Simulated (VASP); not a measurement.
# How uniaxial stress along [111] changes GaAs (F-43m), part 2 of 2

Wanted: the response of GaAs to uniaxial stress along [111], as a table, with a fit that predicts a row left out.

VASP 6.6.1, plane waves and PAW; the level of theory is named at each step.

So far: The structure; Relax the crystal, LDA; Strain across the axis, LDA; Band edges, HSE06.

### 5. All members

Hybrid runs start from orbitals of a short LDA run, not shown.

Runs beyond LDA use the data sets made with LDA; this shifts their levels slightly, and their total energies have another zero.

The other members went through these steps as far as the tables show, with the same cutoff and, step by step, the same mesh; 36 runs are not shown. The session took 2.8 core hours (wall time by ranks) on a shared machine.

```
strain along the axis (%)  strain across the axis (%)  stress along the axis, tension positive (GPa)  energy above the unstrained row (meV/atom)  gap on the mesh, LDA (eV)
                   -2.000                       0.396                                         -2.825                                       4.021                      0.469
                   -1.500                       0.291                                         -2.111                                       2.273                      0.482
                   -1.000                       0.190                                         -1.404                                       1.038                      0.494
                   -0.500                       0.090                                         -0.701                                       0.278                      0.504
                        0                       0.000                                          0.007                                       0.000                      0.512
                    0.500                      -0.098                                          0.696                                       0.211                      0.472
                    1.000                      -0.193                                          1.375                                       0.885                      0.430
                    1.500                      -0.281                                          2.049                                       2.016                      0.386
                    2.000                      -0.360                                          2.714                                       3.610                      0.339
```

Slopes at zero strain, from cubics through all rows: strain ratio -0.192, stress over strain 139 GPa.

Band edges at HSE06, counted from the valence-band top at Γ, with one row partly withheld:

```
strain along the axis (%)  gap (eV)  conduction band at Γ (eV)  Δ or X valley along z (eV)  Δ or X valley along x (eV)  lowest conduction level at L, [111] (eV)  lowest conduction level at L, [-111] (eV)  second valence level below the top (eV)  third valence level below the top (eV)
                   -2.000     1.521                      1.588                       1.839                       1.839                                     1.521                                      1.862                                    0.200                                   0.200
                   -1.500         ?                      1.606                       1.895                       1.895                                         ?                                      1.864                                    0.149                                   0.149
                   -1.000     1.621                      1.621                       1.942                       1.942                                     1.699                                      1.867                                    0.099                                   0.099
                   -0.500     1.631                      1.631                       1.986                       1.986                                     1.785                                      1.868                                    0.049                                   0.049
                        0     1.638                      1.638                       2.026                       2.026                                     1.869                                      1.869                                    0.000                                   0.000
                    0.500     1.593                      1.593                       2.013                       2.013                                     1.905                                      1.821                                    0.000                                   0.050
                    1.000     1.546                      1.546                       1.995                       1.995                                     1.940                                      1.773                                    0.000                                   0.100
                    1.500     1.495                      1.495                       1.978                       1.978                                     1.973                                      1.725                                    0.000                                   0.149
                    2.000     1.440                      1.440                       1.953                       1.953                                     2.005                                      1.677                                    0.000                                   0.197
```

Conduction masses, in electron masses:

```
strain along the axis (%)  conduction mass at Γ, along the strain axis or the normal of the plane  conduction mass at Γ, across the strain axis or in the plane  L [111] mass, longitudinal  L [111] mass, transverse along [1-10]
                   -2.000                                                                   0.084                                                         0.072                       1.555                                  0.111
                   -1.500                                                                   0.081                                                         0.072                       1.576                                  0.111
                   -1.000                                                                   0.078                                                         0.072                       1.583                                  0.112
                   -0.500                                                                   0.075                                                         0.072                       1.610                                  0.112
                        0                                                                   0.072                                                         0.072                       1.631                                  0.112
                    0.500                                                                   0.069                                                         0.072                       1.633                                  0.113
                    1.000                                                                   0.066                                                         0.072                       1.659                                  0.113
                    1.500                                                                   0.064                                                         0.071                       1.663                                  0.113
                    2.000                                                                   0.061                                                         0.071                       1.679                                  0.113
```

### 6. Working out the slope

The quantity to fit is the splitting of the lowest conduction levels at the L points ([111] less [-111]) at HSE06: -0.340, -0.168, -0.083, 0.000, 0.084, 0.166, 0.248, 0.328 eV in the rows shown.

Fitting a parabola to the 8 known rows (d: strain along the axis less the strain across it, in %) gives E = − 6.81e-4 d² + 0.1405 d − 3.08e-5 in eV; the residuals are 1.1e-4 eV r.m.s.

For the withheld row, d = -1.791, the fit gives -0.2538 eV.

### 7. Prediction against calculation

The calculation gives -0.2539 eV, so the prediction is 0.0001 eV too high.

The splitting is Ξu times 8/9 of d, with d as a fraction, so the linear term gives Ξu = 15.8 eV.

### 8. Outcome

- Poisson ratio: 0.192
- Young's modulus along the axis: 139 GPa
- gap of the unstrained cell, HSE06: 1.64 eV
- shear deformation potential Ξu of the lowest conduction levels at L: 15.8 eV
- error of the predicted row: 0.1 meV

In words: As a check, the curvature of the energy gives 138 GPa for the same modulus (energy per volume = E/2 × strain²), 1 % from the slope of the stress. At HSE06 the lowest conduction valley is in turn L, Γ from the first row to the last, and the gap runs between 1.44 and 1.64 eV. Hole masses are left out throughout, since the top bands are degenerate or cross in many series; of conduction masses, those of the Γ, L and (for Si and Ge under (001) strain) Δ valleys are kept where they change by under an eighth between rows. A measured gap of unstrained GaAs is 1.42 eV (arxiv:0805.2212, direct gap E0 at Gamma from PR, 300 K); the static gaps here belong to the lattice relaxed at LDA. HSE06 ran on a coarser mesh than the semilocal levels. Spin-orbit coupling is left out at HSE06, so the valence splittings there lack it. Δ or X levels are the lowest on their line, refined by a parabola unless they lie at X; the gap is read from all points sampled and can differ from the lowest valley by some meV, or by tens of meV where strain moves the valence top off Γ. Temperature, zero-point motion and excitons are left out.

[Lines on the potential files, build, host, timing and source positions are cut from VASP's logs without a mark.]

[Logs are printed without paths, hosts, clocks, repeated set-up lines and the standing remarks that a program may print on its own settings, such as how far it seeks lower states.]

[Hosts, paths, dates, database ids (printed as entryN), source tags and the programs' standing remarks are cut or masked in the printed files.]

[In band tables of VASP the shares of atoms and orbitals are scaled to a sum of 1 inside the atoms' spheres.]
